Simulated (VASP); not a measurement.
Wanted: the native input for a VASP 6.6.1 run.

```yaml
Task: single point
Functional: LDA
Potentials_or_basis: VASP PAW LDA potentials, release 64 (Ge_d, H)
Cutoff: 520 eV
k_mesh: 9 × 9 × 1
Occupations: gaussian, width 0.03 eV
Spin: no spin polarisation
Dipole_correction: yes
Further_INCAR_settings: ALGO = Fast; EDIFF = 1e-06; NBANDS = 83
```

The structure of Ge5H lies in POSCAR:

```
Ge5H
1.0
    3.9752694289      0.0000000285      0.0000000000
   -1.9876347392      3.4426842981      0.0000000000
    0.0000000000      0.0000000000     30.9545890256
Ge H
10 2
Direct
    0.0000000000      0.0000000000      0.2789902665
    0.6666666667      0.3333333333      0.3039428025
    0.6666666667      0.3333333333      0.3822476313
    0.3333333333      0.6666666667      0.4083900004
    0.3333333333      0.6666666667      0.4869263459
    1.0000000000      0.0000000000      0.5130748344
    0.0000000000      0.0000000000      0.5916111898
    0.6666666667      0.3333333333      0.6177534716
    0.6666666667      0.3333333333      0.6960581853
    0.3333333333      0.6666666667      0.7210107059
    0.3333333333      0.6666666667      0.7710310729
    0.0000000000      0.0000000000      0.2289698886
```

The cell was built by a generator and needn't be a form met in nature.

One way to write it, as run:

INCAR

```
SYSTEM = Ge5H
ALGO = Fast
DIPOL = 0.5 0.5 0.500
EDIFF = 1E-6
ENCUT = 520
GGA = CA
IDIPOL = 3
ISIF = 2
ISMEAR = 0
LASPH = .True.
LCHARG = .False.
LDIPOL = .True.
LREAL = .False.
LWAVE = .False.
NBANDS = 83
NELM = 100
PREC = Accurate
SIGMA = 0.03
```

KPOINTS

```
k-points
0
Gamma
  9 9 1
  0 0 0
```

Potentials or basis: VASP PAW LDA potentials, release 64 (Ge_d, H).

Launch:

```console
$ cat potpaw_LDA.64/Ge_d/POTCAR potpaw_LDA.64/H/POTCAR > POTCAR
$ mpirun -np 1 vasp_std > vasp.out
```

Results of the run:

```json
{
 "Largest force": "0.017 eV/Å",
 "Band gap on the k mesh": "0.30 eV, direct"
}
```

Run time: 18 min on 1 thread of Intel(R) Xeon(R) Platinum 8559C (Emerald Rapids) (shared host), peak memory 0.53 GiB.
